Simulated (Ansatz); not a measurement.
The system is SrO.

```
Sr O
1.0
     3.55329    0.00000    0.00000
    -1.77664    3.07724    0.00000
     0.00000    0.00000    6.21730
Sr O
2 2
Direct
  0.66667 0.33333 0.75000
  0.33333 0.66667 0.25000
  0.00000 0.00000 0.50000
  0.00000 0.00000 0.00000
```

Measurements of this composition are mostly on another form, of space group No. 225.

Base run:

| Item | Value |
| --- | --- |
| Program | Ansatz 0.2.0 |
| Functional | LDA |
| Potentials or basis | Ansatz PAW |
| Cutoff | 420 eV (not typed: the program's choice for these potentials) |
| k mesh | 9 × 9 × 5 |
| Occupations | fermi-dirac, width 0.05 eV |
| Spin | no spin polarisation |

Its results: band gap on the k mesh 2.87 eV, direct; pressure -5.6 GPa.

Q: The run is repeated on the same cell with these changes: functional from LDA to PBE. What comes out?

A: Band gap on the k mesh 3.08 eV, direct; pressure 1.4 GPa.

PBE binds less tightly than LDA, so the same cell stands under more pressure.

Caveats: the PAW data sets come from PBE, with cores solved anew for the run's functional, which leaves a small shift of forces and pressure (some runs).
